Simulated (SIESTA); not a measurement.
## TePb under changes of volume

One of the cells (33.730 Å³/atom); the others are scaled copies at fixed shape and fractional positions:

```
Pb Te
1.0
     0.00000    3.23100    3.23100
     3.23100    0.00000    3.23100
     3.23100    3.23100    0.00000
Pb Te
1 1
Direct
  0.00000 0.00000 0.00000
  0.50000 0.50000 0.50000
```

```yaml
Program: SIESTA 5.4.2
Functional: PBE
Potentials_or_basis: PseudoDojo 0.4 standard (PBE files)
Basis: TZDP (energy shift 0.02 Ry)
Grid_cutoff: 500 Ry
Energy_shift: 0.02 Ry
k_mesh: 7 × 7 × 7
Occupations: fermi-dirac, width 0.05 eV
Spin: no spin polarisation
```

```csv
volume (Å³/atom),energy over the lowest point (meV/atom),pressure (GPa)
31.706,29.00,4.3
32.380,13.62,3.0
33.055,?,?
33.730,0.19,0.5
34.404,0.00,-0.5
35.079,3.78,-1.3
35.753,11.23,-2.2
```

Problem. What does the run at 33.055 Å³/atom give?

Solution. Energy over the lowest point 3.76 meV/atom; pressure 1.7 GPa.

Worked out: A Birch-Murnaghan fit of order 3 (a polynomial in V^(-2/3)) to the other rows has its minimum at 34.06 Å³/atom with B0 = V·E''(V) = 49 GPa and B' = 5.9. It gives 4.35 meV/atom at 33.055 Å³/atom, against the run's 3.76, and -dE/dV = 1.6 GPa, against 1.7.

Energies are extrapolated to zero smearing.

Caveats: semicore shells carry a single zeta, which can move pressures by several GPa and volumes by a few percent; the basis of atomic orbitals isn't converged, which shifts pressures, moduli and gaps.
